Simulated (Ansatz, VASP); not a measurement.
# One calculation of AlN, two programs

```
Al N
1.0
     3.08862    0.00000    0.00000
    -1.54431    2.67482    0.00000
     0.00000    0.00000    4.35040
Al N
2 2
Direct
  0.33333 0.66667 0.97917
  0.66667 0.33333 0.47917
  0.33333 0.66667 0.40583
  0.66667 0.33333 0.90583
```

Alike in both runs: functional LDA; k mesh 9 × 9 × 6; occupations gaussian, width 0.05 eV; no spin polarisation.

Ansatz relaxed the structure, and its values are those at the end. VASP's run is a single point on that final structure, the one shown.

|  | VASP | Ansatz |
| --- | --- | --- |
| version | VASP 6.6.1 | Ansatz 0.2.0 |
| potentials or method | VASP PAW LDA potentials, release 64 (Al, N) | scalar-relativistic, plane waves, PAW |
| plane-wave cutoff (eV) | 520 | 520 |
| valence electrons in the cell | 16 | 16 |

Ansatz gave:

| Quantity | Value |
| --- | --- |
| gap on the k mesh at the Fermi level (eV) | 4.50 |
| least direct gap on the mesh (eV) | 4.50 |
| pressure (GPa) | 26.9 |
| rms of the force components (eV/Å) | 0.002 |

What did VASP give for the same quantities?

gap on the k mesh at the Fermi level (eV): 4.51; least direct gap on the mesh (eV): 4.51; pressure (GPa): 28.0; rms of the force components (eV/Å): 0.006.

Ansatz warned: «pseudo_functional_mismatch».

Caveats: so large a pressure means that the cell lies far from this level's equilibrium, or that cutoff or potentials fall short (VASP); an odd mesh through Γ misses points on the zone boundary, where band edges often lie. A hybrid or GW would open this gap; LDA tends to underestimate it.
